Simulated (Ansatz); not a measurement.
Born–Oppenheimer molecular dynamics of a periodic cell of 16 atoms, WC (start crystal WC, start structure P-6m2, volume 1.15 times the crystal's). It goes on from the last frame of an earlier run, with new velocities.

Theory: DFT PBE, scalar-relativistic, plane waves, PAW (Ansatz). Settings: PAW set soft_1, cutoff 420 eV, k mesh 3x3x3, fermi-dirac smearing 0.36 eV, no spin polarisation.

* ensemble: NVE (velocity Verlet)
* time step: 0.75 fs
* steps asked: 200
* starting velocities drawn for: 2520 K
* seed: 2911

First frame:

```xyz
16
Lattice="-2.9936 -5.1851 0.0000 4.4905 -2.5926 0.0000 0.0000 0.0000 5.8759" Properties=species:S:1:pos:R:3
W -0.129 -5.297 0.035
C 1.596 -4.004 1.478
W 0.050 -5.266 2.844
C 1.303 -4.206 4.541
W -1.522 -2.369 0.170
C -0.272 -1.780 1.595
W -1.583 -2.547 3.125
C -0.062 -1.889 4.513
W 1.571 -2.635 0.019
C 2.522 -1.705 1.718
W 1.499 -2.654 2.995
C 2.982 -1.570 4.680
W 0.013 -0.419 -0.036
C -1.558 -4.082 1.282
W -0.126 0.253 2.884
C -1.332 -4.032 4.554
```

(1) What does the run give?

(2) What happens to the structure?

(3) How do temperature and energy run in time?

## Answers

(1) All steps were run.

- steps done: 200
- time covered: 150 fs
- mean temperature over the second half: 3617 K
- spread of the potential energy over the second half: 66.6 meV per atom
- mean potential energy of the second half above the start: -133.1 meV per atom

The conserved energy stayed within 0.44 meV per atom of its start (net change -0.26 meV per atom), so the integration is sound. The kinetic energy rose, since the run started high on the potential surface and went downhill. A run of 0.15 ps of so small a system gives no equilibrium averages. Limits of this set-up: coarse k mesh.

(2) Mean squared displacements from the first frame to the last, about the centre of mass: W 0.10 Å², C 0.20 Å². This is one draw of velocities; another would differ in detail.

(3) 
| time (fs) | T (K) | potential energy less start (eV) | conserved less start (meV/atom) |
| --- | --- | --- | --- |
| 0 | 2520 | 0.000 | 0.00 |
| 7.5 | 3535 | -1.971 | -0.22 |
| 15 | 4154 | -3.173 | -0.25 |
| 22.5 | 3941 | -2.757 | -0.10 |
| 30 | 3938 | -2.752 | -0.19 |
| 37.5 | 3596 | -2.088 | -0.10 |
| 45 | 3702 | -2.293 | -0.08 |
| 52.5 | 4328 | -3.510 | -0.28 |
| 60 | 3699 | -2.288 | -0.16 |
| 67.5 | 3041 | -1.011 | -0.05 |
| 75 | 3506 | -1.915 | -0.19 |
| 82.5 | 3830 | -2.543 | -0.18 |
| 90 | 3526 | -1.954 | -0.25 |
| 97.5 | 2681 | -0.311 | 0.10 |
| 105 | 4149 | -3.164 | -0.29 |
| 112.5 | 4569 | -3.979 | -0.38 |
| 120 | 2854 | -0.648 | 0.06 |
| 127.5 | 3132 | -1.190 | -0.15 |
| 135 | 3880 | -2.641 | -0.27 |
| 142.5 | 3705 | -2.300 | -0.08 |
| 150 | 4114 | -3.095 | -0.26 |

Time of the run: 29 min on 2 threads of Arm Neoverse V1, with other jobs on the host, peak memory 0.69 GiB.
